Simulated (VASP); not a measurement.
MgS (Niningerite):

```
S Mg
1.0
     0.00000    2.60165    2.60165
     2.60165    0.00000    2.60165
     2.60165    2.60165    0.00000
S Mg
1 1
Direct
  0.50000 0.50000 0.50000
  0.00000 0.00000 0.00000
```

Base run:

* Program: VASP 6.6.1
* Functional: PBEsol
* Potentials or basis: VASP PAW PBE potentials, release 64 (S, Mg)
* Cutoff: 520 eV
* k mesh: 10 × 10 × 10
* Occupations: gaussian, width 0.02 eV
* Spin: no spin polarisation

Its results: band gap on the k mesh 2.70 eV, indirect (least direct gap 3.59 eV); pressure -1.1 GPa.

Question: The run is repeated on the same cell with these changes: functional from PBEsol to LDA; potentials or basis from VASP PAW PBE potentials, release 64 (S, Mg) to VASP PAW LDA potentials, release 64 (S, Mg). What comes out?

Answer: Band gap on the k mesh 2.56 eV, indirect (least direct gap 3.49 eV); pressure -3.8 GPa.

Caveats: the PAW data sets were made with another functional, which shifts forces and pressure a little (some runs).

Not every run made on this cell is shown here.
